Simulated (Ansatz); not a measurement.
α-phase Li3N, treated with HSE06-D3(BJ) (Ansatz, a program for electronic structure, plane waves, PAW).

Settings: plane-wave cutoff 460 eV, 9×9×8 k mesh (along the axes of the cell as run), Fermi–Dirac smearing 0.01 eV, scalar-relativistic PAW data made under PBE.

Computed at the level's own relaxed cell.

Question: What does this level give for the equilibrium lattice constant a, c axis length, band gap and smallest direct gap on the k points sampled?

Answer: 
- equilibrium lattice constant a = 3.509 Å
- c axis length = 3.742 Å
- band gap = 2.08 eV (indirect)
- smallest direct gap on the k points sampled = 2.54 eV

Measured, for comparison: band gap 2.15 eV (4 K, zero-point motion not removed, indirect, optical absorption, E parallel c; as tabulated in Brendecke and Bludau (1979), doi:10.1063/1.326533); lattice parameter c 3.866 Å (temperature not stated, no zero-point or thermal correction; as tabulated in "Time-of-flight neutron diffraction study of Li3N at high temperature  Sample …). Computed (rounded) less measured: lattice parameter c -3.2 %.

The result took roughly 20 core-minutes.
